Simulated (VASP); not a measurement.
# GaP (I-4m2) in VASP: further runs

The runs below take GaP through dielectric tensor, with LDA, PBE.

Program: VASP 6.6.1. These are calculated values, not measurements. Logs are shortened: lines on timing, memory, paths and dates and some standing lists are left out, and cuts for length are marked.

### Step 1. The crystal as given

Symmetry: I-4m2, No. 119, tetragonal system. Conventional cell: a = 3.854 Å, b = 3.854 Å, c = 5.505 Å, α = 90.00°, β = 90.00°, γ = 90.00°. Ga (site symmetry -4m2) is surrounded by 4 P at 2.37 Å. P (site symmetry -4m2) is surrounded by 4 Ga at 2.37 Å.

The cell was built by a generator and needn't be a form met in nature.

### Step 2. Dielectric tensor, LDA

INCAR

```
PREC = Accurate
ENCUT = 520
EDIFF = 1E-8
ISMEAR = 0
SIGMA = 0.02
LREAL = False
LASPH = True
NELM = 100
ALGO = Normal
ISIF = 2
LWAVE = False
LCHARG = False
LEPSILON = True
```

KPOINTS

```
regular mesh
0
Gamma
  12 12 12
```

POSCAR

```
GaP
1.0
    0.0000000000      2.7252500000      2.7252500000
    2.7525025000      0.0000000000      2.7252500000
    2.7525025000      2.7252500000      0.0000000000
Ga P
1 1
Direct
    0.0000000000      0.0000000000      0.0000000000
    0.2500000000      0.2500000000      0.2500000000
```

Potentials or basis: VASP PAW LDA potentials, release 64 (Ga_d, P).

Command:

```console
cat potpaw_LDA.64/Ga_d/POTCAR potpaw_LDA.64/P/POTCAR > POTCAR
mpirun -np 1 vasp_std > vasp.out
```

OUTCAR:

```text
PREC = Accurate
   ENCUT = 520
   EDIFF = 1E-8
   ISMEAR = 0
   LREAL = False
   LASPH = True
   NELM = 100
   ISIF = 2
   LEPSILON = True

 ion  position               nearest neighbor table
   1  0.000  0.000  0.000-   2 2.37   2 2.37   2 2.37   2 2.37
   2  0.250  0.250  0.250-   1 2.37   1 2.37   1 2.37   1 2.37

  LATTYP: Found a body centered tetragonal cell.
 ALAT       =     3.8540855109
 C/A-ratio  =     1.4283556980

  Lattice vectors:

 A1 = (   2.7525025000,   0.0000000000,   2.7252500000)
 A2 = (   2.7525025000,   0.0000000000,  -2.7252500000)
 A3 = (  -2.7525025000,   2.7252500000,   0.0000000000)

Analysis of symmetry for initial positions (statically):
=====================================================================
 Subroutine PRICEL returns:
 Original cell was already a primitive cell.

 Routine SETGRP: Setting up the symmetry group for a
 body centered tetragonal supercell.

 Subroutine GETGRP returns: Found  8 space group operations
 (whereof  8 operations were pure point group operations)
 out of a pool of 16 trial point group operations.

The static configuration has the point symmetry D_2d.

Analysis of symmetry for dynamics (positions and initial velocities):
=====================================================================
 Subroutine PRICEL returns:
 Original cell was already a primitive cell.

 Routine SETGRP: Setting up the symmetry group for a
 body centered tetragonal supercell.

 Subroutine GETGRP returns: Found  8 space group operations
 (whereof  8 operations were pure point group operations)
 out of a pool of 16 trial point group operations.

The dynamic configuration has the point symmetry D_2d.

 Subroutine INISYM returns: Found  8 space group operations
 (whereof  8 operations are pure point group operations),
 and found     1 'primitive' translations

----------------------------------------------------------------------------------------

                                     Primitive cell

  volume of cell :      40.8856

  direct lattice vectors                    reciprocal lattice vectors
     0.000000000  2.725250000  2.725250000    -0.181652878  0.183469406  0.183469406
     2.752502500  0.000000000  2.725250000     0.181652878 -0.183469406  0.183469406
     2.752502500  2.725250000  0.000000000     0.181652878  0.183469406 -0.183469406

  length of vectors
     3.854085511  3.873403875  3.873403875     0.316733033  0.316733033  0.316733033

  position of ions in fractional coordinates (direct lattice)
     0.000000000  0.000000000  0.000000000
     0.250000000  0.250000000  0.250000000

  ion indices of the primitive-cell ions
   primitive index   ion index
                 1           1
                 2           2

----------------------------------------------------------------------------------------

 KPOINTS: regular mesh

Automatic generation of k-mesh.
 Grid dimensions read from file:
 generate k-points for:   12   12   12

 Generating k-lattice:

  Cartesian coordinates                     Fractional coordinates (reciprocal lattice)
    -0.015137740  0.015289117  0.015289117     0.083333333 -0.000000000 -0.000000000
     0.015137740 -0.015289117  0.015289117     0.000000000  0.083333333  0.000000000
     0.015137740  0.015289117 -0.015289117     0.000000000  0.000000000  0.083333333

  Length of vectors
     0.026394419  0.026394419  0.026394419

  Shift w.r.t. Gamma in fractional coordinates (k-lattice)
     0.000000000  0.000000000  0.000000000

 Subroutine IBZKPT returns following result:
 ===========================================

[... 79 lines left out ...]
 Gauss-broadening in eV      SIGMA  =   0.02
  energy-cutoff  :      520.00
  volume of cell :       40.89
 maximum number of plane-waves:      1119
 NGX is ok and might be reduce to    30
   NGX = 15   NGY = 15   NGZ = 15

--------------------------------------- Ionic step        1  -------------------------------------------

 number of electron      17.9999992 magnetization

 E-fermi :   4.5094     XC(G=0): -10.1204

 val. band max:        4.4204516941   @ k =   0.0000   0.0000   0.0000
 cond. band min:       5.8315886323   @ k =   0.4167   0.4167   0.0000
 fundamental gap:      1.4111369381
 Fermi energy:         4.5093893769

 k-point     1 :       0.0000    0.0000    0.0000
  band No.  band energies     occupation
      1     -10.2864      2.00000
      2     -10.2836      2.00000
      3     -10.2836      2.00000
      4     -10.1900      2.00000
      5     -10.1888      2.00000
      6      -8.0330      2.00000
      7       4.3638      2.00000
      8       4.4205      2.00000
      9       4.4205      2.00000
     10       5.9564      0.00000
     11       8.1902      0.00000
     12       8.1902      0.00000
     13       8.2128      0.00000
[... 354 lines left out ...]
  band No.  band energies     occupation
      1     -10.3597      2.00000
      2     -10.2566      2.00000
      3     -10.2516      2.00000
      4     -10.1901      2.00000
      5     -10.1828      2.00000
      6      -5.7629      2.00000
      7      -2.0513      2.00000
      8       1.6404      2.00000
      9       2.9263      2.00000
     10       7.0373      0.00000
     11       9.0232      0.00000
     12       9.9533      0.00000
     13      12.3748      0.00000

 [... further k-points ...]

  FORCE on cell =-STRESS in cart. coord.  units (eV):
  Direction    XX          YY          ZZ          XY          YZ          ZX
  --------------------------------------------------------------------------------------
  -------------------------------------------------------------------------------------
  Total       -1.0006541     -0.8006854     -0.8006854      0.0000000      0.0000000      0.0000000
  in kB      -39.2124661    -31.3763236    -31.3763236      0.0000000      0.0000000      0.0000000
  external PRESSURE =     -33.9883711 kB  Pullay stress =       0.0000000 kB

 VOLUME and BASIS-vectors are now :
 -----------------------------------------------------------------------------
  energy-cutoff  :      520.00
  volume of cell :       40.89
      direct lattice vectors                 reciprocal lattice vectors
     0.000000000  2.725250000  2.725250000    -0.181652878  0.183469406  0.183469406
     2.752502500  0.000000000  2.725250000     0.181652878 -0.183469406  0.183469406
     2.752502500  2.725250000  0.000000000     0.181652878  0.183469406 -0.183469406

 POSITION                                       TOTAL-FORCE (eV/Angst)
 -----------------------------------------------------------------------------------
      0.00000      0.00000      0.00000         0.000000      0.000000      0.000000
      1.37625      1.36262      1.36262        -0.000000     -0.000000     -0.000000
 -----------------------------------------------------------------------------------
    total drift:                               -0.000000      0.000000      0.000000

  FREE ENERGIE OF THE ION-ELECTRON SYSTEM (eV)
  ---------------------------------------------------
  free  energy   TOTEN  =       -10.4347696764 eV

  energy  without entropy=      -10.4347696764  energy(sigma->0) =      -10.43476968

 HEAD OF MICROSCOPIC STATIC DIELECTRIC TENSOR (INDEPENDENT PARTICLE, excluding Hartree and local field effects)
 ------------------------------------------------------
          11.896719     0.000000    -0.000000
           0.000000    11.792470     0.000000
           0.000000     0.000000    11.792470
 ------------------------------------------------------

 Free energy of the ion-electron system (eV)
  ---------------------------------------------------
  ---------------------------------------------------
  free energy    TOTEN  =        -1.21234817 eV

  energy without entropy =       -1.21234817

------------------------ aborting loop because EDIFF is reached ----------------------------------------

--------------------------------------- Ionic step        2  -------------------------------------------

------------------------ aborting loop because EDIFF is reached ----------------------------------------

--------------------------------------- Ionic step        3  -------------------------------------------

 Free energy of the ion-electron system (eV)
  ---------------------------------------------------
  ---------------------------------------------------
  free energy    TOTEN  =        -1.20274850 eV

  energy without entropy =       -1.20274850

------------------------ aborting loop because EDIFF is reached ----------------------------------------

 PIEZOELECTRIC TENSOR FIELD DIRECTION 3  (e Angst)
 -----------------------------------------------------------------------------
    -0.00079 -2.02696  0.00000           ( -0.00001 -0.04092  0.00000)
    -2.02696  0.00048  0.00000           ( -0.04092  0.00000  0.00000)
     0.00000  0.00000  0.00011           (  0.00000  0.00000  0.00000)

 PIEZOELECTRIC TENSOR FIELD DIRECTION 3  (C/m^2)
 -----------------------------------------------------------------------------
    -0.00031 -0.79430  0.00000
    -0.79430  0.00019  0.00000
     0.00000  0.00000  0.00004

 MACROSCOPIC STATIC DIELECTRIC TENSOR (including local field effects in DFT)
 ------------------------------------------------------
          11.152932     0.000000    -0.000000
          -0.000000    11.071642    -0.000000
           0.000000     0.000000    11.071642
 ------------------------------------------------------

 PIEZOELECTRIC TENSOR (including local field effects)  for field in x, y, z        (e  Angst)
          XX          YY          ZZ          XY          YZ          ZX
  --------------------------------------------------------------------------------
  x     0.00000     0.00000     0.00000     0.00000    -1.99674     0.00000
  y    -0.00000     0.00000    -0.00000     0.00000     0.00000    -2.02557
  z     0.00000     0.00000     0.00000    -2.02557     0.00000     0.00000

 PIEZOELECTRIC TENSOR (including local field effects)  for field in x, y, z        (C/m^2)
          XX          YY          ZZ          XY          YZ          ZX
  --------------------------------------------------------------------------------
  x     0.00000     0.00000     0.00000     0.00000    -0.78246     0.00000
  y    -0.00000     0.00000    -0.00000     0.00000     0.00000    -0.79376
  z     0.00000     0.00000     0.00000    -0.79376     0.00000     0.00000

 BORN EFFECTIVE CHARGES (including local field effects) (in |e|, cummulative output)
 ---------------------------------------------------------------------------------
 ion    1
    1     2.16686     0.00000     0.00000
    2     0.00000     2.12288    -0.00000
    3     0.00000     0.00000     2.12288
 ion    2
    1    -2.16686     0.00000     0.00000
    2     0.00000    -2.12288     0.00000
    3    -0.00000    -0.00000    -2.12288
```

Run time: 18 min. Hardware: 1 thread of Intel Xeon Platinum 8488C (Sapphire Rapids), shared host; peak memory 0.66 GiB.

What came out:

```
Band gap on the k mesh                  : 1.41 eV, indirect (least direct gap 1.54 eV)
Electronic dielectric tensor (diagonal) : 11.15, 11.07, 11.07
Born charges (mean of the diagonal)     : Ga +2.14; P -2.14 e
```

Levels at points of the mesh, in eV from the valence-band top:
```csv
k point,band 7,band 8,band 9,band 10,band 11,band 12
"(0.00, 0.00, 0.00)",-0.06,0.00,0.00,1.54,3.77,3.77
"(0.50, 0.00, 0.00)",-6.67,-1.17,-1.09,1.46,4.58,4.65
"(0.50, 0.50, 0.00)",-6.79,-2.72,-2.71,1.48,1.64,10.35
"(0.00, 0.50, 0.50)",-6.85,-2.65,-2.65,1.54,1.74,10.36
```

Electronic dielectric tensor:
```
11.15  0.00  0.00
 0.00 11.07  0.00
 0.00  0.00 11.07
```

Born effective charge tensors (e):
atom 1, Ga
```
2.17 0.00 0.00
0.00 2.12 0.00
0.00 0.00 2.12
```
atom 2, P
```
-2.17  0.00  0.00
 0.00 -2.12  0.00
 0.00  0.00 -2.12
```

### Step 3. Dielectric tensor, PBE

INCAR

```
SYSTEM = GaP
  PREC = Accurate
  ENCUT = 520
  EDIFF = 1E-8
  ISMEAR = 0
  SIGMA = 0.02
  LREAL = .False.
  LASPH = .True.
  NELM = 80
  ALGO = Normal
  ISIF = 2
  LWAVE = .False.
  LCHARG = .False.
  GGA = PE
  LEPSILON = .True.
```

KPOINTS

```
Automatic mesh
0
Gamma
  12 12 12
  0 0 0
```

POSCAR is that of step 2.

Potentials or basis: VASP PAW PBE potentials, release 64 (Ga_d, P).

Command:

```console
cat potpaw_PBE.64/Ga_d/POTCAR potpaw_PBE.64/P/POTCAR > POTCAR
mpirun -np 1 vasp_std > vasp.out
```

OUTCAR:

```text
SYSTEM = GaP
   PREC = Accurate
   ENCUT = 520
   EDIFF = 1E-8
   ISMEAR = 0
   LREAL = .False.
   LASPH = .True.
   NELM = 80
   ISIF = 2
   GGA = PE
   LEPSILON = .True.

 ion  position               nearest neighbor table
   1  0.000  0.000  0.000-   2 2.37   2 2.37   2 2.37   2 2.37
   2  0.250  0.250  0.250-   1 2.37   1 2.37   1 2.37   1 2.37

  LATTYP: Found a body centered tetragonal cell.
 ALAT       =     3.8540855109
 C/A-ratio  =     1.4283556980

  Lattice vectors:

 A1 = (   2.7525025000,   0.0000000000,   2.7252500000)
 A2 = (   2.7525025000,   0.0000000000,  -2.7252500000)
 A3 = (  -2.7525025000,   2.7252500000,   0.0000000000)

Analysis of symmetry for initial positions (statically):
=====================================================================
 Subroutine PRICEL returns:
 Original cell was already a primitive cell.

 Routine SETGRP: Setting up the symmetry group for a
 body centered tetragonal supercell.

 Subroutine GETGRP returns: Found  8 space group operations
[... 605 lines left out ...]

 Free energy of the ion-electron system (eV)
  ---------------------------------------------------
  ---------------------------------------------------
  free energy    TOTEN  =        -1.16510328 eV

  energy without entropy =       -1.16510328

------------------------ aborting loop because EDIFF is reached ----------------------------------------

 PIEZOELECTRIC TENSOR FIELD DIRECTION 3  (e Angst)
 -----------------------------------------------------------------------------
    -0.00077 -2.04986  0.00000           ( -0.00001 -0.03915  0.00000)
    -2.04986  0.00047  0.00000           ( -0.03915  0.00000  0.00000)
     0.00000  0.00000  0.00011           (  0.00000  0.00000  0.00000)

 PIEZOELECTRIC TENSOR FIELD DIRECTION 3  (C/m^2)
 -----------------------------------------------------------------------------
    -0.00030 -0.80328  0.00000
    -0.80327  0.00019  0.00000
     0.00000  0.00000  0.00004

 MACROSCOPIC STATIC DIELECTRIC TENSOR (including local field effects in DFT)
 ------------------------------------------------------
          10.610061     0.000000    -0.000000
           0.000000    10.524347     0.000000
           0.000000     0.000000    10.524347
 ------------------------------------------------------

 PIEZOELECTRIC TENSOR (including local field effects)  for field in x, y, z        (e  Angst)
          XX          YY          ZZ          XY          YZ          ZX
  --------------------------------------------------------------------------------
  x     0.00000     0.00000     0.00000     0.00000    -2.02051     0.00000
  y     0.00000     0.00000    -0.00000     0.00000     0.00000    -2.04848
  z     0.00000     0.00000     0.00000    -2.04848     0.00000     0.00000

 PIEZOELECTRIC TENSOR (including local field effects)  for field in x, y, z        (C/m^2)
          XX          YY          ZZ          XY          YZ          ZX
  --------------------------------------------------------------------------------
  x     0.00000     0.00000     0.00000     0.00000    -0.79177     0.00000
  y     0.00000     0.00000    -0.00000     0.00000     0.00000    -0.80274
  z     0.00000     0.00000     0.00000    -0.80273     0.00000     0.00000

 BORN EFFECTIVE CHARGES (including local field effects) (in |e|, cummulative output)
 ---------------------------------------------------------------------------------
 ion    1
    1     2.21897     0.00000     0.00000
    2    -0.00000     2.17514     0.00000
    3     0.00000     0.00000     2.17514
 ion    2
    1    -2.21897     0.00000     0.00000
    2     0.00000    -2.17514     0.00000
    3    -0.00000     0.00000    -2.17514
```

It took 29 min on 1 thread of Intel Xeon Platinum 8259CL at 2.50GHz (Skylake/Cascade Lake), shared host; peak memory 0.68 GiB.

What came out:

| Quantity | Value |
| --- | --- |
| Band gap on the k mesh | 1.56 eV, indirect (least direct gap 1.72 eV) |
| Electronic dielectric tensor (diagonal) | 10.61, 10.52, 10.52 |
| Born charges (mean of the diagonal) | Ga +2.19; P -2.19 e |

Electronic dielectric tensor:
```
10.61  0.00  0.00
 0.00 10.52  0.00
 0.00  0.00 10.52
```

Born effective charge tensors (e):
atom 1, Ga
```
2.22 0.00 0.00
0.00 2.18 0.00
0.00 0.00 2.18
```
atom 2, P
```
-2.22  0.00  0.00
 0.00 -2.18  0.00
 0.00  0.00 -2.18
```
